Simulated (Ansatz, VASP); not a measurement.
**One calculation of Al2Cu, two programs**

The input POSCAR:

```
Al2Cu
1.0
    4.1051820000      0.0000000000      0.0000000000
    0.0000000000      4.1051820000      0.0000000000
    0.0000000000      0.0000000000      2.8913130000
Al Cu
2 1
Direct
    0.5000000000      0.0000000000      0.5000000000
    0.0000000000      0.5000000000      0.5000000000
    0.0000000000      0.0000000000      0.0000000000
```

File INCAR.step1:

```
  PREC = Accurate
  ENCUT = 520
  ISMEAR = 0
  SIGMA = 0.1
  LREAL = F
  LASPH = T
  NELM = 60
  NBANDS = 16
  GGA = PE
  ALGO = Normal
  EDIFF = 1E-4
  LWAVE = T
  LCHARG = F
```

Contents of INCAR.step2:

```
  PREC = Accurate
  ENCUT = 520
  EDIFF = 1E-6
  ISMEAR = 0
  SIGMA = 0.1
  LREAL = F
  LASPH = T
  NELM = 60
  ALGO = Normal
  ISIF = 2
  LWAVE = F
  LCHARG = T
  METAGGA = R2SCAN
  LMIXTAU = T
  LUSE_VDW = T
  IVDW_NL = 2
  BPARAM = 11.95
  CPARAM = 0.0093
  LELF = T
  LVHAR = T
  NBANDS = 16
  ISTART = 1
```

The input KPOINTS:

```
Automatic mesh
0
Gamma
  4 4 6
```

Input for Ansatz:

```yaml
crystal:
  lattice:
    - [4.105182, 0.0, 0.0]
    - [0.0, 4.105182, 0.0]
    - [0.0, 0.0, 2.891313]
  atoms:
    - { symbol: Al, position: [0.5, 0.0, 0.5] }
    - { symbol: Al, position: [0.0, 0.5, 0.5] }
    - { symbol: Cu, position: [0.0, 0.0, 0.0] }
basis:
  ecutwfc: 500
kpoints:
  mp_grid: { grid: [4, 4, 6] }
hamiltonian:
  xc: r2scan
  dispersion: rvv10
  pseudopotentials: { kind: paw, azcp: { folder: soft_1 } }
scf:
  occupations: { method: gaussian, width: 0.1 }
output:
  forces: true
  stress: true
  eigenvalues: true
```

The cell comes from a database or a generator and needn't be the stable form of this composition.

Alike in both runs: task single point; functional r2SCAN; dispersion rVV10; k mesh 4 × 4 × 6; occupations gaussian, width 0.1 eV; no spin polarisation.

|  | VASP | Ansatz |
| --- | --- | --- |
| version | VASP 6.6.1 | Ansatz 0.2.0 |
| potentials or method | VASP PAW PBE potentials, release 64 (Al, Cu) | scalar-relativistic, plane waves, PAW |
| plane-wave cutoff (eV) | 520 | 500 |
| valence electrons in the cell | 17 | 25 |

VASP gave:

| Item | Value |
| --- | --- |
| gap on the k mesh at the Fermi level (eV) | none |
| pressure (GPa) | -2.8 |
| largest component of the traceless stress (GPa) | 2.06 |

**Question.** What did Ansatz give for the same quantities?

**Answer.** gap on the k mesh at the Fermi level (eV): none; pressure (GPa): -2.8; largest component of the traceless stress (GPa): 1.99.

A gap of «none» marks a metal or a gap that the smearing closes. The two sets of potentials don't hold the same shells in valence.

Caveats: the k mesh is coarse (spacing up to 0.38 Å⁻¹), so the values aren't converged; the PAW data sets were made with another functional, which shifts forces and pressure a little (VASP).
